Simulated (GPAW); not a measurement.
Write an ASE script for GPAW 26.7.0 that does the following.

- Task: dielectric tensor
- Functional: PBE
- Potentials or basis: GPAW PAW data sets (gpaw-data 1.2.1)
- Cutoff: 600 eV
- Basis: pw
- k mesh: 6 × 6 × 5
- Occupations: fermi-dirac, width 0.001 eV
- Spin: no spin polarisation
- Response ecut: 80 eV
- Maxiter: 150
- Response k mesh: 6 × 6 × 5
- Response bands: 60
- Kernels: ["RPA"]
- Coarser k mesh: 6 × 6 × 5

Crystal: SnO.

```
Sn O
1.0
     3.81370    0.00000    0.00000
     0.00000    3.81370    0.00000
     0.00000    0.00000    4.88691
Sn O
2 2
Direct
  0.50000 0.00000 0.76463
  0.00000 0.50000 0.23537
  0.00000 0.00000 0.00000
  0.50000 0.50000 0.00000
```

The cell is a database's computed one.

The input as run:

run.py

```python
import numpy as np
from ase import Atoms
from ase.dft.bandgap import bandgap
from ase.io import write
from gpaw import GPAW, PW
from gpaw.response.df import DielectricFunction

atoms = Atoms(['Sn', 'Sn', 'O', 'O'],
              cell=[[3.81369522, 0.0, 0.0],
                    [0.0, 3.81369522, 0.0],
                    [0.0, 0.0, 4.8869133]],
              scaled_positions=[[0.5, 0.0, 0.76462614],
                                [0.0, 0.5, 0.23537386],
                                [0.0, 0.0, 0.0],
                                [0.5, 0.5, 0.0]],
              pbc=True)

calc = GPAW(mode=PW(600),
            xc='PBE',
            kpts={'size': (6, 6, 5), 'gamma': True},
            occupations={'name': 'fermi-dirac', 'width': 0.001},
            nbands=33,
            convergence={'density': 1e-06},
            maxiter=150,
            txt='gpaw.txt')
atoms.calc = calc
energy = atoms.get_potential_energy()
calc.write('gs.gpw')
write('result.traj', atoms)
print(f'Energy: {energy:.6f} eV')
print('Fermi level:', round(calc.get_fermi_level(), 4), 'eV')
print(f'Gap: {bandgap(calc)[0]:.4f} eV, direct: {bandgap(calc, direct=True)[0]:.4f} eV')

for size in [(6, 6, 5)]:
    name = 'x'.join(str(n) for n in size)
    dense = calc.fixed_density(kpts={'size': size, 'gamma': True},
                               nbands=66, convergence={'bands': 60, 'eigenstates': 1e-7},
                               update_fermi_level=True, txt=f'dense-{name}.txt')
    dense.write(f'{name}.gpw', mode='all')
    df = DielectricFunction(f'{name}.gpw', frequencies=np.array([0.0]), hilbert=False, eta=0.001,
                            ecut=80, nbands=60, intraband=False, txt=f'df-{name}.txt')
    for xc in ['RPA']:
        for direction in ['x', 'y', 'z', [0, 1, 1], [1, 0, 1], [1, 1, 0]]:
            e0, e = df.get_macroscopic_dielectric_constant(xc=xc, direction=direction)
            print(f'{name} {xc} {direction}: {e0:.4f} without, {e:.4f} with local fields')
```

Potentials or basis: GPAW PAW data sets (gpaw-data 1.2.1), pw.

The run is started by

```console
$ OMP_NUM_THREADS=1 python run.py
```

Results of the run:

```json
{"Band gap on the k mesh": "0.15 eV, indirect (least direct gap 2.02 eV)", "Electronic dielectric tensor (diagonal)": "7.65, 7.65, 6.70"}
```

Caveat: the gap is small at this level, which inflates the dielectric constant; the long-wavelength limit can be off by a per cent or two; spin-orbit coupling is left out, which moves the levels of the heavy elements; an odd mesh through Γ misses points on the zone boundary, where band edges often lie.

Wall time 3 min on 1 thread of Arm Neoverse V2 (shared host), peak memory 0.46 GiB.
